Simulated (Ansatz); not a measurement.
Here is an unrelaxed guess for AlRu.

Space group Fd-3m:1 (No. 227). a = 6.099 Å, b = 6.099 Å, c = 6.099 Å, α = 90.00°, β = 90.00°, γ = 90.00°
```csv
atom,site,symmetry,x,y,z
Al,8b,-43m,0.0000,0.0000,0.5000
Ru,8a,-43m,0.2500,0.2500,0.2500
```

Level of theory: Ansatz 0.2.0, DFT PBE, scalar-relativistic, plane waves, PAW. Plane waves to 420 eV, a k mesh through Γ of 6×6×6 on the computed 4-atom cell and Gaussian smearing (0.10 eV); no spin polarisation.

The zero of energy is the elements' standard structures at the same level; no fitted shifts are applied.

Question: What does a single point on this coarse mesh give?

Answer: The pressure is -0.1 GPa (near zero), the largest force is 0.00 eV/Å (symmetry fixes the atoms), and the energy is −0.16 eV/atom against the elements. The shortest distance is 2.64 Å.

Question: Is it a good guess?

Answer: A good one: relaxing gains under 0.1 eV/atom (the start's value is from the coarse mesh, so the gain is rough) in 6 ionic steps and ends at −0.15 eV/atom on the finer mesh. The symmetry stays Fd-3m (No. 227). The end has the NaTl (B32) type. The volume per atom stays near 14.2 Å³. The shortest distance stays 2.64 Å (Al–Ru, Al–Al and Ru–Ru). Conventional cell: a = 6.098 Å. Around Al lie 4 Al at 2.64 Å, 4 Ru at 2.64 Å and 6 Ru at 3.05 Å; around Ru lie 4 Al at 2.64 Å, 4 Ru at 2.64 Å and 6 Al at 3.05 Å.

The last run used a 14×14×14 mesh for its 4-atom cell and Gaussian smearing of 0.10 eV. The relaxation can't lower the symmetry of the start, and the grade says only how near the guess is to its own end. A structure relaxed within its symmetry needn't be a true minimum. Another cell of AlRu relaxed alike, in Pm-3m (a cell as deposited in COD), lies 0.48 eV/atom lower, so this cell isn't the stable form at this level.
